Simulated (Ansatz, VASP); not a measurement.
**Rb: VASP beside Ansatz**

```
Rb
1.0
     4.89277    0.00000    0.00000
    -2.44638    4.23726    0.00000
     0.00000    0.00000    8.62432
Rb
2
Direct
  0.33333 0.66667 0.25000
  0.66667 0.33333 0.75000
```

Alike in both runs: task single point; functional PBEsol; k mesh 9 × 9 × 6; occupations gaussian, width 0.1 eV; no spin polarisation.

|  | VASP | Ansatz |
| --- | --- | --- |
| version | VASP 6.6.1 | Ansatz 0.2.0 |
| potentials or method | VASP PAW PBE potentials, release 64 (Rb_sv) | scalar-relativistic, plane waves, PAW |
| plane-wave cutoff (eV) | 520 | 420 |
| valence electrons in the cell | 18 | 18 |

|  | VASP | Ansatz | Ansatz less VASP |
| --- | --- | --- | --- |
| gap on the k mesh at the Fermi level (eV) | none | none | - |
| pressure (GPa) | -0.1 | -0.1 | 0.00 |
| largest component of the traceless stress (GPa) | 0.17 | 0.17 | 0.000 |

A gap of «none» marks a metal or a gap that the smearing closes.

Caveats: the PAW data sets were made with another functional, which shifts forces and pressure a little (VASP).
